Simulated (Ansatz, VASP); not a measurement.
**SnO in VASP and in Ansatz**

```
Sn O
1.0
     3.31587    0.00000    0.00000
    -1.65793    2.87163    0.00000
     0.00000    0.00000    6.38839
Sn O
2 2
Direct
  0.33333 0.66667 0.25000
  0.66667 0.33333 0.75000
  0.00000 0.00000 0.00000
  0.00000 0.00000 0.50000
```

Alike in both runs: task single point; functional PBE; k mesh 6 × 6 × 4; occupations gaussian, width 0.1 eV; no spin polarisation.

|  | VASP | Ansatz |
| --- | --- | --- |
| version | VASP 6.6.1 | Ansatz 0.2.0 |
| potentials or method | VASP PAW PBE potentials, release 64 (Sn_d, O) | scalar-relativistic, plane waves, PAW |
| plane-wave cutoff (eV) | 520 | 420 |
| valence electrons in the cell | 40 | 40 |

VASP gave:

```
gap on the k mesh at the Fermi level (eV)       : none
pressure (GPa)                                  : 5.3
largest component of the traceless stress (GPa) : 0.33
```

Question: Estimate Ansatz's values.

Answer: gap on the k mesh at the Fermi level (eV): none; pressure (GPa): 5.2; largest component of the traceless stress (GPa): 0.28.

A gap of «none» marks a metal or a gap that the smearing closes. The functional is the same, so the differences come from potentials, cutoffs and numerics.

Caveats: the k mesh is coarse (spacing up to 0.36 Å⁻¹), so the values aren't converged.
